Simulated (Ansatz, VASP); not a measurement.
Rh: VASP beside Ansatz

INCAR

```
SYSTEM = Rh
PREC     = Accurate       ! precision mode
ENCUT    = 520            ! plane-wave cutoff, eV
EDIFF    = 1E-6           ! SCF threshold, eV
ISMEAR   = -1             ! smearing method
SIGMA    = 0.1            ! smearing width, eV
LREAL    = .False.        ! projectors in reciprocal space
LASPH    = .True.         ! aspherical terms in the spheres
NELM     = 60             ! most SCF steps
ALGO     = Normal         ! electronic algorithm
ISIF     = 2              ! what is computed and relaxed
LWAVE    = .False.        ! write WAVECAR
LCHARG   = .False.        ! write CHGCAR
GGA      = CA             ! functional
NBANDS   = 14             ! bands
```

KPOINTS

```
regular mesh
0
Gamma
  16 16 16
  0 0 0
```

Contents of POSCAR:

```
Rh
1.0
   -1.5239783023      1.5239783023      1.5239783023
    1.5239783023     -1.5239783023      1.5239783023
    1.5239783023      1.5239783023     -1.5239783023
Rh
1
Direct
    0.0000000000      0.0000000000      0.0000000000
```

Input for Ansatz:

```yaml
crystal:
  lattice:
    - [-1.5239783023, 1.5239783023, 1.5239783023]
    - [1.5239783023, -1.5239783023, 1.5239783023]
    - [1.5239783023, 1.5239783023, -1.5239783023]
  atoms:
    - { symbol: Rh, position: [0.0, 0.0, 0.0] }
hamiltonian:
  xc: lda
  pseudopotentials:
    kind: paw
    azcp:
      Rh: "pseudopotentials/Rh.paw.azcp"
basis:
  ecutwfc: 420
  fft_grid_basis: typed
kpoints:
  mp_grid: { grid: [16, 16, 16], shift: [0, 0, 0] }
magnetization:
  spin_polarized: false
scf:
  occupations: { method: fermi_dirac, width: 0.1 }
  lower_state_search: "off"
output:
  stress: true
```

Alike in both runs: task single point; functional LDA; k mesh 16 × 16 × 16; occupations fermi-dirac, width 0.1 eV; no spin polarisation.

|  | VASP | Ansatz |
| --- | --- | --- |
| version | VASP 6.6.1 | Ansatz 0.2.0 |
| potentials or method | VASP PAW LDA potentials, release 64 (Rh_pv) | plane waves (420 eV) with PAW, scalar-relativistic |
| plane-wave cutoff (eV) | 520 | 420 |
| valence electrons in the cell | 15 | 17 |

|  | VASP | Ansatz | Ansatz less VASP |
| --- | --- | --- | --- |
| pressure (GPa) | -9.5 | -10.2 | -0.72 |

The two sets of potentials don't hold the same shells in valence. Ansatz warned: «pseudo_functional_mismatch».
